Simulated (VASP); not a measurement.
Computed with rev-vdW-DF2, VASP's PBE PAW potentials (set 64) (plane waves; VASP).

The input files of a VASP run:

File POSCAR:
```
AlSb
1.0
  0.0000000000   3.0390077252   3.0390077252
  3.0390077252   0.0000000000   3.0390077252
  3.0390077252   3.0390077252   0.0000000000
Al Sb
1 1
direct
  0.0000000000   0.0000000000   0.0000000000
  0.2500000000   0.2500000000   0.2500000000
```

INCAR:
```
# general
SYSTEM  =AlSb
PREC    =Accurate
ENCUT   =520
LREAL   =F
LASPH   =T

# electronic loop
EDIFF   =1E-7
NELM    =100
ALGO    =Normal
LMAXMIX =4

# smearing
ISMEAR  =0
SIGMA   =0.05

# functional
GGA     =MK
LUSE_VDW=T
AGGAC   =0.0
PARAM1  =0.1234568
PARAM2  =0.7114
ZAB_VDW =-1.8867

# ions
ISIF    =2

# output
LWAVE   =F
LCHARG  =F
```

**KPOINTS**
```
Automatic mesh
0
Gamma
7 7 7
0 0 0
```

POTCAR, in this order: Al Sb (PBE.64 set). Program: vasp_std.

Output of the run:

### OSZICAR
```
       N       E                     dE             d eps       ncg     rms          rms(c)
DAV:   1     0.183352341024E+02    0.18335E+02   -0.29089E+03   320   0.728E+02
DAV:   2    -0.501323950496E+01   -0.23348E+02   -0.22183E+02   416   0.851E+01
DAV:   3    -0.547947570700E+01   -0.46624E+00   -0.46624E+00   448   0.160E+01
DAV:   4    -0.548245693967E+01   -0.29812E-02   -0.29812E-02   472   0.151E+00
DAV:   5    -0.548247187546E+01   -0.14936E-04   -0.14936E-04   440   0.850E-02    0.330E+00
DAV:   6    -0.540516333793E+01    0.77309E-01   -0.11756E-01   352   0.171E+00    0.206E+00
DAV:   7    -0.538130500871E+01    0.23858E-01   -0.12238E-01   376   0.189E+00    0.448E-01
DAV:   8    -0.538157727625E+01   -0.27227E-03   -0.68627E-03   344   0.510E-01    0.116E-01
DAV:   9    -0.538170783956E+01   -0.13056E-03   -0.45861E-04   400   0.160E-01    0.363E-02
DAV:  10    -0.538170567358E+01    0.21660E-05   -0.16369E-05   440   0.239E-02    0.169E-02
DAV:  11    -0.538171350347E+01   -0.78299E-05   -0.10905E-05   328   0.262E-02    0.205E-03
DAV:  12    -0.538171360525E+01   -0.10178E-06   -0.15407E-07   480   0.322E-03    0.135E-03
DAV:  13    -0.538171373088E+01   -0.12563E-06   -0.33625E-08   256   0.152E-03    0.487E-04
DAV:  14    -0.538171372776E+01    0.31175E-08   -0.31679E-09   160   0.355E-04
   1 F= -.53817137E+01 E0= -.53817137E+01  d E =-.226639E-14
```

### OUTCAR
```
------------------------ aborting loop because EDIFF is reached ----------------------------------------
  FORCE on cell =-STRESS in cart. coord.  units (eV):
  Direction    XX          YY          ZZ          XY          YZ          ZX
  --------------------------------------------------------------------------------------
  Total        1.2779220      1.2779220      1.2779220      0.0000000     -0.0000000      0.0000000
  in kB       36.4745155     36.4745155     36.4745155      0.0000000     -0.0000000      0.0000000
  external PRESSURE =      36.4745155 kB  Pullay stress =       0.0000000 kB
  volume of cell :       56.13
      direct lattice vectors                 reciprocal lattice vectors
     0.000000000  3.039007725  3.039007725    -0.164527387  0.164527387  0.164527387
     3.039007725  0.000000000  3.039007725     0.164527387 -0.164527387  0.164527387
     3.039007725  3.039007725  0.000000000     0.164527387  0.164527387 -0.164527387
 POSITION                                       TOTAL-FORCE (eV/Angst)
 -----------------------------------------------------------------------------------
      0.00000      0.00000      0.00000         0.000000      0.000000      0.000000
      1.51950      1.51950      1.51950        -0.000000     -0.000000     -0.000000
 -----------------------------------------------------------------------------------
    total drift:                                0.000000      0.000000      0.000000
  FREE ENERGIE OF THE ION-ELECTRON SYSTEM (eV)
  ---------------------------------------------------
  free  energy   TOTEN  =        -5.3817137278 eV

  energy  without entropy=       -5.3817137278  energy(sigma->0) =       -5.38171373
```
(Selected blocks of OUTCAR.)

The compound is AlSb in the zinc blende structure. This cell is one point of a volume scan, at 0.94 of the reference volume.
